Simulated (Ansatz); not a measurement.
SrVO3, 5 atoms in the cell. It takes space group Pm-3m (No. 221, cubic). Conventional cell: a = 3.841 Å, b = 3.841 Å, c = 3.841 Å, α = 90.00°, β = 90.00°, γ = 90.00°. Sr (site symmetry m-3m) has 12 O at 2.72 Å as nearest neighbours. V (site symmetry m-3m) is surrounded by 6 O at 1.92 Å. Around O (site symmetry 4/mmm) lie 2 V at 1.92 Å. 

```yaml
Program: Ansatz 0.2.0
Task: single point
Functional: PBE
Potentials_or_basis: Ansatz PAW
Cutoff: "420 eV (not typed: the program's choice for these potentials)"
k_mesh: 4 × 4 × 4
Occupations: fermi-dirac, width 0.05 eV
Spin: collinear spin, ferromagnetic start
Starting_moments: "[0.0, 2.0, 0.0, 0.0, 0.0] μB"
```

Potentials or basis: Ansatz PAW.

Launch:

```bash
$ ansatz run input.yaml --threads 2 --pin off --max-ram 5120MiB --backend cpu --events-out ev --progress --plain --runs-dir out
```

Hardware: 2 threads of Intel(R) Xeon(R) Processor @ 2.50GHz (Skylake/Cascade Lake) (shared host).

How long does it take, and how much memory?

Run time: 4.5 s on 2 threads of Intel(R) Xeon(R) Processor @ 2.50GHz (Skylake/Cascade Lake) (shared host), peak memory 0.36 GiB. Counts: scf iterations 10, plane waves 1141, k points 10, bands 27.
